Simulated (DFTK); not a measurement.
LiCl in DFTK: convergence with k mesh

Crystal: LiCl.

```
Cl Li
1.0
     0.00000    2.56477    2.56477
     2.56477    0.00000    2.56477
     2.56477    2.56477    0.00000
Cl Li
1 1
Cartesian
  2.5648 2.5648 2.5648
  0.0000 0.0000 0.0000
```

| Quantity | Value |
| --- | --- |
| Program | DFTK 0.8.2 |
| Task | convergence study |
| Functional | PBEsol |
| Potentials or basis | cp2k.nc.sr.pbe.v0_1.semicore.gth (PBE, GTH) |
| Cutoff | 952 eV |
| k mesh | 1 × 1 × 1 |
| Occupations | cold, width 0.05 eV |
| Spin | no spin polarisation |

These are the settings of the first run; the series varies k mesh, with any setting tied to it.

Hardware: 1 thread of AMD EPYC 9R45 96-Core Processor (Zen 5) (shared host).

```tsv
k mesh	energy less the tightest run (meV/atom)	gap on the mesh (eV)	SCF cycles
1 × 1 × 1	3581.94	5.731	10
3 × 3 × 3	6.60	6.107	9
4 × 4 × 4	-4.27	6.122	9
5 × 5 × 5	-1.63	6.124	9
7 × 7 × 7	2.71	6.125	8
8 × 8 × 8	2.35	6.125	8
10 × 10 × 10	-0.15	6.124	9
12 × 12 × 12	0.00	6.121	9
```

Against the tightest run, the energy stays within 1 meV/atom from 10 × 10 × 10 on; the gap on the mesh stays within 0.01 eV from 4 × 4 × 4 on. Meshes of other sizes hit other points, so gaps and Fermi surfaces needn't settle smoothly. The tightest run that finished is the yardstick and may itself not be fully converged.

Caveat, for the tightest run too: the cutoff is short for these potentials, so energies and forces aren't converged, fitted volumes are rough and the log's stress (off by 3 to 10 GPa or more in trials) isn't used; with this smearing the Fermi level of a gapped crystal can stick at a band edge.
